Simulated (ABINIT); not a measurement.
Crystal: Se.

```
Se
1.0
     4.36620    0.00000    0.00000
    -2.18310    3.78124    0.00000
     0.00000    0.00000    4.95360
Se
3
Direct
  0.77460 0.77460 0.00000
  0.00000 0.22540 0.66667
  0.22540 0.00000 0.33333
```

Base run:

```yaml
Program: ABINIT 10.8.3 (patched build)
Functional: PBEsol
Potentials_or_basis: PseudoDojo NC SR PBEsol v0.4.1 standard
Cutoff: 1170 eV
k_mesh: 5 × 5 × 4
Occupations: fermi-dirac, width 0.05 eV
Spin: no spin polarisation
```

Its results: band gap on the k mesh 1.15 eV, indirect (least direct gap 1.30 eV); pressure 0.2 GPa; largest force 0.310 eV/Å.

Q: After a change of settings the same cell gave: band gap on the k mesh 1.11 eV, indirect (least direct gap 1.26 eV); pressure -1.5 GPa; largest force 0.240 eV/Å. Which change was it?
A. functional from PBEsol to PBE; potentials or basis from PseudoDojo NC SR PBEsol v0.4.1 standard to PseudoDojo NC SR PBE v0.4.1 standard; cutoff from 1170 eV to 1088 eV
B. functional from PBEsol to LDA; potentials or basis from PseudoDojo NC SR PBEsol v0.4.1 standard to PseudoDojo NC SR LDA v0.4.1 standard; cutoff from 1170 eV to 1088 eV
C. functional from PBEsol to PBE; potentials or basis from PseudoDojo NC SR PBEsol v0.4.1 standard to PseudoDojo NC SR PBE v0.5 standard; cutoff from 1170 eV to 1061 eV

A: B.

Caveats: an odd mesh through Γ misses points on the zone boundary, where band edges often lie.

Not every run made on this cell is shown here.
